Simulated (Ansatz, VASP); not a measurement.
# CdSe in VASP and in Ansatz

```xyz
2
Lattice="0.0000 3.0039 3.0039 3.0039 0.0000 3.0039 3.0039 3.0039 0.0000" Properties=species:S:1:pos:R:3 pbc="T T T"
Cd    0.0000    0.0000    0.0000
Se    4.5059    4.5059    4.5059
```

Measurements of this composition are mostly on another form, of space group No. 186.

Alike in both runs: functional LDA; k mesh 10 × 10 × 10; occupations gaussian, width 0.01 eV; no spin polarisation.

Ansatz relaxed the structure, and its values are those at the end. VASP's run is a single point on that final structure, the one shown.

|  | VASP | Ansatz |
| --- | --- | --- |
| version | VASP 6.6.1 | Ansatz 0.2.0 |
| potentials or method | VASP PAW LDA potentials, release 64 (Cd, Se) | scalar-relativistic, plane waves, PAW |
| plane-wave cutoff (eV) | 520 | 420 |
| valence electrons in the cell | 18 | 36 |

```tsv
	VASP	Ansatz	Ansatz less VASP
gap on the k mesh at the Fermi level (eV)	0.44	0.40	-0.034
least direct gap on the mesh (eV)	0.44	0.40	-0.034
pressure (GPa)	0.5	0.0	-0.49
```

The two sets of potentials don't hold the same shells in valence.

Expect the measured gap to be larger: semilocal functionals such as LDA lack the derivative discontinuity.
